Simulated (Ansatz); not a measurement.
**Solid N2: from lattice energy to sublimation**

These are results of DFT PBE+D3(BJ), scalar-relativistic, plane waves, PAW (Ansatz 0.2.0), not measurements.

Settings: cutoff 420 eV, Γ-centred mesh 6×6×4 on the computed 4-atom cell, Gaussian smearing of 0.02 eV; no spin polarisation.

```yaml
crystal:
  lattice:
    - [4.09478, 0.00000, 0.00000]
    - [0.00000, 4.09478, 0.00000]
    - [0.00000, 0.00000, 5.32248]
  atoms:
    - { symbol: N, position: [0.90487, 0.90487, 0.00000] }
    - { symbol: N, position: [0.59513, 0.40487, 0.50000] }
    - { symbol: N, position: [0.09513, 0.09513, 0.00000] }
    - { symbol: N, position: [0.40487, 0.59513, 0.50000] }
```

The relaxed cell holds 2 N2 at 44.6 Å³ each. Per molecule the crystal lies 0.1072 eV below the molecule frozen in its crystal shape, and that shape lies 0.0000 eV above the relaxed free molecule.

Q: Put the lattice energy together, estimate the enthalpy of sublimation and the cohesive energy density, and say what binds the crystal.

A: E_latt = −0.1072 + 0.0000 = -0.1072 eV = -10.3 kJ/mol: the molecule pays 0.0 % of its binding as strain. For rigid molecules with classical lattice modes the gas has 5/2 RT of translation and rotation plus RT of pV, the crystal 5 RT in its lattice modes, so ΔH_sub ≈ −E_latt − (3/2)RT = 10.3 − 3.7 = 6.6 kJ/mol at 298 K (a solid that melts lower is measured colder, with a smaller RT term). The cohesive energy density is −E_latt per molar volume, 10.3 kJ/mol / 26.9 cm³/mol = 385 MPa, and its root, 20 MPa^½, is the solid's counterpart of a solubility parameter (the liquid's is smaller). The D3 term adds -0.098 eV between molecules, 92 % of the binding at this geometry: the functional alone binds little or not at all here. The share depends on the functional that the correction is paired with. The Kohn–Sham gap is 8.24 eV in the free molecule, 8.24 eV in the molecule frozen in its crystal shape and 6.98 eV on the crystal's mesh. From the frozen molecule to the crystal it shows a narrowing, by band width and the neighbours' field; the polarisation that lowers true ionisation gaps in solids isn't in these levels.

Quantum lattice modes, thermal expansion and changes of the internal vibrations are left out, each worth up to a few kJ/mol.

Cost: 3 runs of about 0.28 core-minutes in all, on Arm Neoverse V2 (shared hosts).